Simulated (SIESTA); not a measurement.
**SrO under changes of volume**

One of the cells (16.901 Å³/atom); the others are scaled copies at fixed shape and fractional positions:

```
CELL_PARAMETERS angstrom
0.00000 2.56630 2.56630
2.56630 0.00000 2.56630
2.56630 2.56630 0.00000
ATOMIC_POSITIONS crystal
Sr 0.50000 0.50000 0.50000
O 0.00000 0.00000 0.00000
```

- Program: SIESTA 5.4.2
- Functional: PBEsol
- Potentials or basis: PseudoDojo 0.4 standard (PBEsol files)
- Basis: DZP (energy shift 0.003 Ry; two zetas on semicore shells; d shell added on Sr)
- Grid cutoff: 800 Ry
- Energy shift: 0.003 Ry
- k mesh: 9 × 9 × 9
- Occupations: fermi-dirac, width 0.05 eV
- Spin: no spin polarisation

```csv
volume (Å³/atom),energy over the lowest point (meV/atom),pressure (GPa),gap on the mesh (eV)
15.887,?,?,?
16.225,9.09,4.5,3.17
16.563,2.22,2.1,3.19
16.901,0.00,0.0,3.20
17.239,1.95,-1.9,3.21
17.577,7.81,-3.6,3.22
17.915,17.05,-5.1,3.23
```

Task: What does the run at 15.887 Å³/atom give?

Result: Energy over the lowest point 21.22 meV/atom; pressure 7.1 GPa; gap on the mesh 3.15 eV.

Worked out: A Birch-Murnaghan fit of order 3 (a polynomial in V^(-2/3)) to the other rows has its minimum at 16.91 Å³/atom with B0 = V·E''(V) = 100 GPa and B' = 3.9. It gives 21.10 meV/atom at 15.887 Å³/atom, against the run's 21.22, and -dE/dV = 7.0 GPa, against 7.1. A straight line through the other rows of the gap, of slope 0.578 eV per unit of ln V, extrapolates to 3.16 eV, against the run's 3.15.

Energies are extrapolated to zero smearing.

Caveats: an odd mesh through Γ misses points on the zone boundary, where band edges often lie; the basis of atomic orbitals isn't converged, which shifts pressures, moduli and gaps. Spin-orbit coupling on Sr is left out.
